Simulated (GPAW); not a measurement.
Wanted: an ASE script for a GPAW 26.7.0 run.

- Task: single point
- Functional: PBE
- Potentials or basis: GPAW PAW data sets (gpaw-data 1.2.1)
- Cutoff: 800 eV
- Basis: pw
- k mesh: 10 × 10 × 10
- Occupations: fermi-dirac, width 0.05 eV
- Spin: no spin polarisation
- Maxiter: 150

Crystal: CuO.

```
CELL_PARAMETERS angstrom
2.55255 0.00000 0.00000
0.00000 2.55255 0.00000
0.00000 0.00000 2.55255
ATOMIC_POSITIONS crystal
Cu 0.01289 0.00275 0.99633
O 0.48376 0.50227 0.50036
```

The cell comes from a database or a generator and needn't be the stable form of this composition.

The cell isn't the ideal one: atoms moved at random, drawn with an rms of 0.05 Å.

The input as run:

run.py

```python
from ase import Atoms
from ase.dft.bandgap import bandgap
from ase.io import write
from ase.units import GPa
from gpaw import GPAW, PW

atoms = Atoms(['Cu', 'O'],
              cell=[[2.55255061, 0.0, 0.0],
                    [0.0, 2.55255061, 0.0],
                    [0.0, 0.0, 2.55255061]],
              scaled_positions=[[0.012894, 0.002747, -0.003667],
                                [0.483761, 0.502269, 0.500364]],
              pbc=True)

calc = GPAW(mode=PW(800),
            xc='PBE',
            kpts={'size': (10, 10, 10), 'gamma': True},
            occupations={'name': 'fermi-dirac', 'width': 0.05},
            nbands=19,
            convergence={'density': 1e-05, 'energy': 1e-05},
            maxiter=150,
            txt='gpaw.txt')
atoms.calc = calc
energy = atoms.get_potential_energy()
forces = atoms.get_forces()
stress = atoms.get_stress()
calc.write('gs.gpw')
write('result.traj', atoms)
print(f'Energy: {energy:.6f} eV')
print('Forces (eV/A):')
print(forces.round(4))
print('Stress (GPa):', (stress / GPa).round(3))
print('Fermi level:', round(calc.get_fermi_level(), 4), 'eV')
print(f'Gap: {bandgap(calc)[0]:.4f} eV, direct: {bandgap(calc, direct=True)[0]:.4f} eV')
```

Potentials or basis: GPAW PAW data sets (gpaw-data 1.2.1), pw.

Run with:

```sh
$ OMP_NUM_THREADS=1 python run.py
```

Results of the run:

The pressure is 22.9 GPa and the largest force is 0.210 eV/Å. The band gap on the k mesh is none (metal or under the smearing width).

Caveat: with this Cu data set, volumes or pressures lay over 1.5 % or 2 GPa off other programs in two to four cells of ten; an odd number of electrons without spin polarisation forces a metal; a magnetic or distorted state may lie lower; the run has no spin polarisation, though such a crystal can be magnetic; semilocal functionals often make such compounds metallic where correlation or magnetic order opens a gap, which also shifts bond lengths.

It took 3.1 min on 1 thread of Arm Neoverse V1, on a shared host, peak memory 0.36 GiB.
